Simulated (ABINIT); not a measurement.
# TiCo (Pm-3m) in ABINIT: optical spectrum with PBE

Aim: the optical spectrum of TiCo with PBE.

All numbers are computed with ABINIT 10.8.3 (patched build); they aren't measurements. Logs are shortened: lines on timing, memory, paths and dates and some standing lists are left out, and cuts for length are marked. The log counts tension as positive stress, the text compression.

### 1 The crystal as given

It takes space group Pm-3m (No. 221, cubic). The conventional cell has a = 2.986 Å, b = 2.986 Å, c = 2.986 Å, α = 90.00°, β = 90.00°, γ = 90.00°. Around Co (site symmetry m-3m) lie 8 Ti at 2.59 Å. Around Ti (site symmetry m-3m) lie 8 Co at 2.59 Å.

The cell comes from a database or a generator and needn't be the stable form of this composition.

### 2 Optical spectrum, PBE, collinear spin, ferromagnetic start

The input, run.abi:

```
ndtset 3

pp_dirpath "./"
pseudos "Co.upf, Ti.upf"

acell 3*1.0
rprim
     5.6429319488     0.0000000000     0.0000000000
     0.0000000000     5.6429319488     0.0000000000
     0.0000000000     0.0000000000     5.6429319488
ntypat 2
znucl 27 22
natom 2
typat 1 2
xred
            1/2            1/2            1/2
            0.0            0.0            0.0

ecut 42.0

ngkpt 16 16 16
nshiftk 1
shiftk 0.5 0.5 0.5
istwfk *1

ixc 11

occopt 3
tsmear 0.00499791

nsppol 2
spinat
     0.0000000000     0.0000000000     2.0000000000
     0.0000000000     0.0000000000     1.0000000000

nstep 80

iomode 3
prteig 0
prtebands 0

nband1 20
tolvrs1 1.0e-12
prtden1 1
prtwf1 0
kptopt1 1

iscf2 -3
getden2 1
nband2 24
nbdbuf2 4
tolwfr2 1.0e-12
nstep2 120
prtden2 0
kptopt2 1

optdriver3 8
wfk_task3 "wfk_optics_fullbz"
getwfk3 2
nband3 20
kptopt3 1
prtevk3 1
inclvkb3 2
```

The input, optic.abi:

```
&FILES
 ddkfile_1 = 'runo_DS3_1_EVK.nc',
 ddkfile_2 = 'runo_DS3_2_EVK.nc',
 ddkfile_3 = 'runo_DS3_3_EVK.nc',
 wfkfile = 'runo_DS3_WFK.nc'
/
&PARAMETERS
 broadening = 0.003675,
 domega = 0.002,
 maxomega = 0.8,
 scissor = 0.000000,
 tolerance = 0.002
/
&COMPUTATIONS
 num_lin_comp = 1,
 lin_comp = 11,
 num_nonlin_comp = 0
/
```

Potentials or basis: PseudoDojo NC SR PBE v0.5 standard.

Command:

```sh
$ mpirun --bind-to none -np 4 abinit run.abi > log 2>&1
$ optic optic.abi > optic.log 2>&1
```

run.abo:

```text
.Version 10.8.3 of ABINIT
 DATASET    1 : space group Pm -3 m (#221); Bravais cP (primitive cubic)
================================================================================
 Values of the parameters that define the memory need for DATASET  1.
     intxc =       0    ionmov =       0      iscf =       7    lmnmax =       6
     lnmax =       6     mgfft =      36  mpssoang =       3    mqgrid =    3001
     natom =       2  nloc_mem =       1    nspden =       2   nspinor =       1
    nsppol =       2      nsym =      48    n1xccc =    2501    ntypat =       2
    occopt =       3   xclevel =       2
       mpw =        2358          nfft =       46656          nkpt =         120
================================================================================
================================================================================
[... 13 lines left out ...]
 DATASET    3 : space group Pm -3 m (#221); Bravais cP (primitive cubic)
================================================================================
 Values of the parameters that define the memory need for DATASET  3.
     intxc =       0    ionmov =       0      iscf =       7    lmnmax =       6
     lnmax =       6     mgfft =      36  mpssoang =       3    mqgrid =    3001
     natom =       2  nloc_mem =       1    nspden =       2   nspinor =       1
    nsppol =       2      nsym =      48    n1xccc =    2501    ntypat =       2
    occopt =       3   xclevel =       2
       mpw =        2358          nfft =       46656          nkpt =         120
================================================================================
================================================================================

--------------------------------------------------------------------------------
------------- Echo of variables that govern the present computation ------------
--------------------------------------------------------------------------------
 -outvars: echo values of preprocessed input variables --------
            acell      1.0000000000E+00  1.0000000000E+00  1.0000000000E+00 Bohr
              amu      5.89332000E+01  4.78800000E+01
             ecut      4.20000000E+01 Hartree
           getden1          0
           getden2          1
           getden3          0
           getwfk1          0
           getwfk2          0
           getwfk3          2
             iscf1          7
             iscf2         -3
             iscf3          7
              ixc          11
           jdtset        1    2    3
                       outvar_i_n : Printing only first  50 k-points.
         kptrlatt       16    0    0      0   16    0      0    0   16
          kptrlen      9.02869112E+01
            natom           2
            nband1         20
            nband2         24
            nband3         20
           nbdbuf1          0
           nbdbuf2          4
           nbdbuf3          0
           ndtset           3
[... 979 lines left out ...]
   0.15168    0.30467    0.30467    0.38639    0.38639    0.38767    0.47117    0.47117
   0.53185    0.53512    0.53512    0.75986    0.75986    0.76245    1.00509    1.00510
      occupation numbers for kpt#   1
   1.00000    1.00000    1.00000    1.00000    1.00000    1.00000    1.00000    1.00000
   1.00000    1.00000    1.00000    0.99990    0.99990    0.99988    0.00045    0.00045
   0.00000    0.00000    0.00000    0.00000    0.00000    0.00000    0.00000    0.00000
 prteigrs : prtvol=0 or 1, do not print more k-points.

--- !EnergyTerms
iteration_state     : {dtset: 2, }
comment             : Components of total free energy in Hartree
kinetic             :  9.10820831915839E+01
hartree             :  5.39307516921776E+01
xc                  : -3.67582273040621E+01
Ewald energy        : -1.37848524357748E+02
psp_core            :  5.39496848824457E+00
local_psp           : -1.70093352465029E+02
non_local_psp       : -1.81259632971718E+01
internal            : -2.12418264052005E+02
'-kT*entropy'       : -4.50638269962917E-03
total_energy        : -2.12422770434705E+02
...

--- !EnergyTermsDC
iteration_state     : {dtset: 2, }
comment             : '"Double-counting" decomposition of free energy'
band_energy         : -2.00354705687198E+01
Ewald energy        : -1.37848524357748E+02
psp_core            :  5.39496848824457E+00
xc_dc               : -5.99292371213393E+01
internal            : -2.12418263559563E+02
'-kT*entropy'       : -4.50638269962917E-03
total_energy_dc     : -2.12422769942262E+02
...

================================================================================
== DATASET  3 ==================================================================

--- !DatasetInfo
iteration_state: {dtset: 3, }
dimensions: {natom: 2, nkpt: 120, mband: 20, nsppol: 2, nspinor: 1, nspden: 2, mpw: 2358, }
cutoff_energies: {ecut:  42.0, pawecutdg:  -1.0, }
electrons: {nelect:   2.90000000E+01, charge:   0.00000000E+00, occopt:   3.00000000E+00, tsmear:   4.99791000E-03, }
meta: {optdriver: 8, wfk_task: 7, }
...

 mkfilename : getwfk/=0, take file _WFK from output of DATASET   2.

 Exchange-correlation functional for the present dataset will be:
  GGA: Perdew-Burke-Ernzerhof functional - ixc=11
  J.P.Perdew, K.Burke, M.Ernzerhof, PRL 77, 3865 (1996)

--------------------------------------------------------------------------------

 Computation of velocity matrix elements (DDK)

 Parameters extracted from the Abinit header:
    ecut:     42.0
    nkpt:    4096
    mband:   24
    nsppol:  2
    nspinor: 1
    useylm:  0
    inclvkb: 2
    bmin: 1, bmax: 24
    Computing diagonal and off-diagonal matrix elements
    Between band index bmin: 1, bmax: 24

== END DATASET(S) ==============================================================
================================================================================

 -outvars: echo values of variables after computation  --------
            acell      1.0000000000E+00  1.0000000000E+00  1.0000000000E+00 Bohr
           etotal1    -2.1242276994E+02
           etotal2    -2.1242276994E+02
           etotal3     0.0000000000E+00
            fcart1    -0.0000000000E+00 -0.0000000000E+00 -0.0000000000E+00
                      -0.0000000000E+00 -0.0000000000E+00 -0.0000000000E+00
            fcart3     0.0000000000E+00  0.0000000000E+00  0.0000000000E+00
                       0.0000000000E+00  0.0000000000E+00  0.0000000000E+00
            rprim      5.6429319488E+00  0.0000000000E+00  0.0000000000E+00
                       0.0000000000E+00  5.6429319488E+00  0.0000000000E+00
                       0.0000000000E+00  0.0000000000E+00  5.6429319488E+00
           strten1     6.6340050690E-05  6.6340050690E-05  6.6340050690E-05
                       0.0000000000E+00  0.0000000000E+00  0.0000000000E+00
           strten3     0.0000000000E+00  0.0000000000E+00  0.0000000000E+00
                       0.0000000000E+00  0.0000000000E+00  0.0000000000E+00
           xangst      1.4930554940E+00  1.4930554940E+00  1.4930554940E+00
                       0.0000000000E+00  0.0000000000E+00  0.0000000000E+00
             xred      5.0000000000E-01  5.0000000000E-01  5.0000000000E-01
                       0.0000000000E+00  0.0000000000E+00  0.0000000000E+00
 Calculation completed.
```

It took 5 min on 4 MPI ranks of Arm Neoverse V2, shared host; peak memory 11 GiB.

Results:

```yaml
Free_energy: -5780.3180 eV
Pressure: -2.0 GPa
Net_moment: 0.74 μB per cell
Site_moments: Co +0.86; Ti -0.04 μB
```

Dielectric function (mean over the directions given):
| energy (eV) | real part | imaginary part |
| --- | --- | --- |
| 0.33 | 41.46 | 35.61 |
| 1.31 | 20.49 | 19.36 |
| 2.29 | 15.19 | 25.69 |
| 3.37 | 0.26 | 17.70 |
| 4.35 | -6.52 | 14.98 |
| 5.44 | -6.23 | 5.80 |
| 6.42 | -2.48 | 3.52 |
| 7.51 | -2.02 | 2.62 |
| 8.49 | -0.90 | 2.47 |
| 9.58 | -0.92 | 2.53 |
| 10.56 | -0.80 | 2.24 |
| 11.65 | -0.83 | 1.70 |
| 12.63 | -0.81 | 1.30 |
| 13.71 | -0.60 | 1.20 |
| 14.69 | -0.40 | 0.96 |
| 15.78 | -0.27 | 0.72 |
| 16.76 | -0.21 | 0.70 |
| 17.85 | -0.14 | 0.67 |
| 18.83 | -0.23 | 0.43 |
| 19.92 | -0.05 | 0.17 |

Caveat: the intraband (Drude) term is left out; small starting moments can end in a higher magnetic state in this program; spectra need much finer meshes, so this one isn't converged; independent-particle spectra lack excitons.
